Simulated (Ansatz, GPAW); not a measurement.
TiC: 3 runs at one level of theory

```xyz
2
Lattice="0.0000 2.1657 2.1657 2.1657 0.0000 2.1657 2.1657 2.1657 0.0000" Properties=species:S:1:pos:R:3 pbc="T T T"
Ti    0.0000    0.0000    0.0000
C     2.1657    2.1657    2.1657
```

The cell is a database's computed one, not the measured one.

Alike in all runs: task single point; functional PBE; k mesh 11 × 11 × 11; occupations gaussian, width 0.017 eV; no spin polarisation; no spin-orbit coupling. Pressure is positive in compression and, in plane waves, holds the error of the finite cutoff, which Ansatz's Pulay term estimates and takes out.

```json
{"program and potentials": "Ansatz, Ansatz PAW", "plane-wave cutoff (eV)": "420", "notes": "Pulay term of +0.27 GPa included", "pressure (GPa)": "0.28"}
{"program and potentials": "Ansatz, all-electron LAPW, scalar-relativistic", "plane-wave cutoff (eV)": "-", "notes": "-", "pressure (GPa)": "0.25"}
{"program and potentials": "GPAW, GPAW PAW data sets (gpaw-data 1.2.1)", "plane-wave cutoff (eV)": "800", "notes": "-", "pressure (GPa)": "0.93"}
```

The pressure spans 0.25 (Ansatz, all-electron LAPW, scalar-relativistic) to 0.93 GPa (GPAW, GPAW PAW data sets (gpaw-data 1.2.1)), with all-electron results at 0.25.

Differences between rows come from potentials, basis sets and numerical settings, since the functional is the same but for its coding. Runs on potential files found faulty are left out.
